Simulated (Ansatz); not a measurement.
Runs of Ansatz 0.2.0 on GaN. It takes space group P6_3mc (No. 186, hexagonal). The conventional cell has a = 3.180 Å, b = 3.180 Å, c = 5.166 Å, α = 90.00°, β = 90.00°, γ = 120.00°. Ga (site symmetry 3m) is surrounded by 4 N at 1.94 to 1.95 Å. Around N (site symmetry 3m) lie 4 Ga at 1.94 to 1.95 Å. 

```csv
task,level,potentials or basis,spin,cutoff (eV),points for each segment of the path,gap on the mesh (eV),pressure (GPa),V0 of scaled cells (Å³/atom),B0 (GPa),largest force (eV/Å)
equation of state,PBEsol,PseudoDojo PBEsol,off,1143,-,-,-,11.38,188,-
band structure,BPBE,Ansatz PAW,off,420,14,1.96,(b),-,-,0.14
equation of state,r2SCAN+D4,Ansatz PAW,off,500,-,-,-,11.26,201,-
band structure,PBEsol,Ansatz PAW,"SOC, no magnetisation",420,14,1.90,1.0,-,-,0.13
equation of state,revPBE+D3(BJ),Ansatz PAW,off,420,-,-,-,(a),181,-
```

Alike in all rows: cell as given; k mesh 10 × 10 × 5; smearing fermi-dirac 0.05 eV.

Question: Estimate the missing entries.

Answer: (a) 11.48; (b) 6.9.

Caveats: the cell was scaled at fixed shape and fractional positions, which overstates the stiffness of a crystal with free parameters, most of all of layers and chains (some runs); the PAW data sets come from PBE, with cores solved anew for the run's functional, which leaves a small shift of forces and pressure (some runs); the PAW data sets were made with another functional, which shifts forces and pressure a little (some runs); the potentials were made for another functional, which shifts forces and pressure (some runs).

A k mesh can miss the band edges, and rows without SOC leave out spin-orbit coupling on Ga.

Runs at the PBE level aren't shown here.
